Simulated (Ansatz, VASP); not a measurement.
# Cross-check of Cu20B (B/Cu(110)) between VASP and Ansatz, part 3 of 3

One calculation is typed for both programs; each brings its own data sets. How far apart do they land? Of the first pair: The structure shown is the start of the Ansatz relaxation below; VASP solves that cell, so the two are compared at the walk's first step.

VASP 6.6.1 and Ansatz 0.2.0.

So far. Step 4 (Side by side): The forces differ by 23 meV/Å r.m.s., which is 2.5 % of the r.m.s. force of 0.913 eV/Å (both taken over all components). With vacuum in the cell, a pressure given here is an average over mostly empty space and none of the material.

## (6) VASP: single point, PBE, relaxed cell, pair 2

Level of this step: PBE; plane waves and PAW (Cu, B) (VASP).

The same cell, functional, mesh and smearing now go to VASP, with its own data sets.

INCAR

```
SYSTEM = Cu20B
PREC = Accurate
ENCUT = 520
EDIFF = 1E-06
NELM = 120
ISMEAR = -1
SIGMA = 0.1
LREAL = .FALSE.
ALGO = Normal
GGA = PE
NBANDS = 138
LASPH = .TRUE.
LORBIT = 11
LWAVE = .FALSE.
LCHARG = .FALSE.
ISIF = 2
LDIPOL = .TRUE.
IDIPOL = 3
DIPOL = 0.5 0.5 0.499
LVHAR = .TRUE.
GGA_COMPAT = .FALSE.
NELMDL = -8
KPAR = 4
```

POSCAR

```
Cu20B
1.0
    7.2200000000      0.0000000000      0.0000000000
    0.0000000000      5.1053109602      0.0000000000
    0.0000000000      0.0000000000     23.5502359614
Cu B
20 1
Direct
    0.0000000000      0.0000000000      0.3821617760
    0.2500000000      0.2500000000      0.4363577400
    0.9879882223      0.9982014174      0.4929780431
    0.2500000000      0.2500000000      0.5376022436
    0.0286538893      0.0046535098      0.6028799114
    0.0000000000      0.5000000000      0.3821617760
    0.2500000000      0.7500000000      0.4363577400
    0.9879882223      0.5017985826      0.4929780431
    0.2500000000      0.7500000000      0.5423678607
    0.0286538893      0.4953464902      0.6028799114
    0.5000000000      0.0000000000      0.3821617760
    0.7500000000      0.2500000000      0.4363577400
    0.5120117777      0.9982014174      0.4929780431
    0.7500000000      0.2500000000      0.5551924564
    0.4713461107      0.0046535098      0.6028799114
    0.5000000000      0.5000000000      0.3821617760
    0.7500000000      0.7500000000      0.4363577400
    0.5120117777      0.5017985826      0.4929780431
    0.7500000000      0.7500000000      0.5572980152
    0.4713461107      0.4953464902      0.6028799114
    0.2500000000      0.2500000000      0.6227381207
```

KPOINTS

```
Automatic mesh
0
Gamma
4 6 1
0 0 0
```

The projector-augmented-wave data sets are Cu and B (PBE family, release 64).

Launch:

```
> mpirun -np 4 vasp_std
```

Numbers of over 12 decimals in the logs are rounded to 6 here.

Output:

```text
[banner, memory and clock lines left out]
running    4 mpi-ranks, on    1 nodes
[...]
[... a notice as in an earlier step ...]

 LDA part: xc-table for (Slater+PW92), standard interpolation
 POSCAR, INCAR and KPOINTS ok, starting setup
[...]
entering main loop
       N       E                     dE             d eps       ncg     rms          rms(c)
DAV:   1     0.201157638947E+04    0.20116E+04   -0.91159E+04  3312   0.181E+03
DAV:   2     0.154249239219E+03   -0.18573E+04   -0.17895E+04  3312   0.407E+02
DAV:   3    -0.752385904655E+02   -0.22949E+03   -0.21151E+03  3468   0.197E+02
DAV:   4    -0.913627853827E+02   -0.16124E+02   -0.15432E+02  4462   0.628E+01
[...]
DAV:  31    -0.730732229782E+02   -0.50121E-05   -0.36346E-07  2084   0.677E-03    0.686E-04
DAV:  32    -0.730732262407E+02   -0.32625E-05   -0.22495E-07  2166   0.432E-03    0.485E-04
DAV:  33    -0.730732271130E+02   -0.87236E-06   -0.11832E-07  2126   0.307E-03
   1 F= -.73073227E+02 E0= -.72938789E+02  d E =-.268877E+00
```

Parts of OUTCAR (step 6):

```text
  Total      -10.2392963     -5.6486782     -1.5383159      0.0000000      0.0000000      0.0000000
  in kB      -18.8984433    -10.4256408     -2.8392357      0.0000000      0.0000000      0.0000000
  external PRESSURE =     -10.7211066 kB  Pullay stress =       0.0000000 kB

 POSITION                                       TOTAL-FORCE (eV/Angst)
 -----------------------------------------------------------------------------------
      0.00000      0.00000      9.00000         0.026788     -0.037793      0.381672
      1.80500      1.27633     10.27633         0.000000      0.000000     -0.689936
      7.13327      5.09613     11.60975        -0.002392     -0.003587     -0.000609
      1.80500      1.27633     12.66066         0.000000      0.000000     -0.014806
      0.20688      0.02376     14.19796        -0.010623     -0.003750      0.025954
      0.00000      2.55266      9.00000         0.026788      0.037793      0.381672
      1.80500      3.82898     10.27633         0.000000      0.000000     -0.335762
      7.13327      2.56184     11.60975        -0.002392      0.003587     -0.000609
      1.80500      3.82898     12.77289         0.000000      0.000000      0.006313
      0.20688      2.52890     14.19796        -0.010623      0.003750      0.025954
      3.61000      0.00000      9.00000        -0.026788     -0.037793      0.381672
      5.41500      1.27633     10.27633         0.000000      0.000000     -0.297880
      3.69673      5.09613     11.60975         0.002392     -0.003587     -0.000609
      5.41500      1.27633     13.07491         0.000000      0.000000      0.009686
[...]
-----------------------------------------------------------------------------------
    total drift:                                0.000000      0.000000     -0.003199

  FREE ENERGIE OF THE ION-ELECTRON SYSTEM (eV)
  ---------------------------------------------------
  free  energy   TOTEN  =       -73.0732271130 eV

  energy  without entropy=      -72.8043501928  energy(sigma->0) =      -72.93878865

[... 2 parts as in an earlier step ...]

[... 1 further part left out ...]
[key lines of the parts left out:]
E-fermi :  -1.2038
```

## (7) Comparison

What differs besides the data sets and the points named for the pairs above, as far as they apply: the data sets hold 383 valence electrons in Ansatz (on its default PAW (the set named soft_2) files) and 223 in VASP. Total energies have different zeros and are not compared.

The two programs side by side:

```tsv
quantity	Ansatz	VASP	difference
work function, lower of the two faces (eV)	4.47	4.45	+0.02
work function, higher of the two faces (eV)	4.91	4.90	+0.01
```

Forces on 10 of the 21 atoms, those with the largest forces and the largest differences (eV/Å; atoms numbered as in POSCAR):

```tsv
atom	Ansatz x, y, z	VASP x, y, z
Cu1	0.026, -0.038, 0.411	0.027, -0.038, 0.382
Cu2	0.000, 0.000, -0.690	0.000, 0.000, -0.690
Cu5	0.005, 0.006, 0.002	-0.011, -0.004, 0.026
Cu6	0.026, 0.038, 0.411	0.027, 0.038, 0.382
Cu7	0.000, 0.000, -0.337	0.000, 0.000, -0.336
Cu11	-0.026, -0.038, 0.411	-0.027, -0.038, 0.382
Cu15	-0.005, 0.006, 0.002	0.011, -0.004, 0.026
Cu16	-0.026, 0.038, 0.411	-0.027, 0.038, 0.382
Cu17	0.000, 0.000, -0.342	0.000, 0.000, -0.344
B21	0.000, 0.000, -0.016	0.000, 0.000, 0.028
```

The forces differ by 12 meV/Å r.m.s., which is 8.3 % of the r.m.s. force of 0.149 eV/Å (both taken over all components). With vacuum in the cell, a pressure given here is an average over mostly empty space and none of the material.

## (8) Results

| Property | Result |
| --- | --- |
| r.m.s. force difference (single point, PBE, start cell, pair 1) | 2.5 % of the r.m.s. force |
| r.m.s. force difference (single point, PBE, relaxed cell, pair 2) | 12 meV/Å |

**Reading.** The r.m.s. force difference is 12 meV/Å (single point, PBE, relaxed cell, pair 2), at about the 12 meV/Å picked in this series as the mark of a large difference. The data sets hold unlike numbers of valence electrons (383 in Ansatz and 223 in VASP), so part of the differences comes from the potentials. What causes the difference of the single point, PBE, relaxed cell, pair 2 pair stays open here. Such differences can come from data sets, numerical settings and the points named under the comparisons, not from the functional's error against experiment.

[Lines on the potential files, build, host, timing and source positions are cut from VASP's logs without a mark.]

[Logs are printed without paths, hosts, clocks, repeated set-up lines and the standing remarks that a program may print on its own settings, such as how far it seeks lower states.]

[Hosts, paths, dates, database ids (printed as entryN), source tags and the programs' standing remarks are cut or masked in the printed files.]
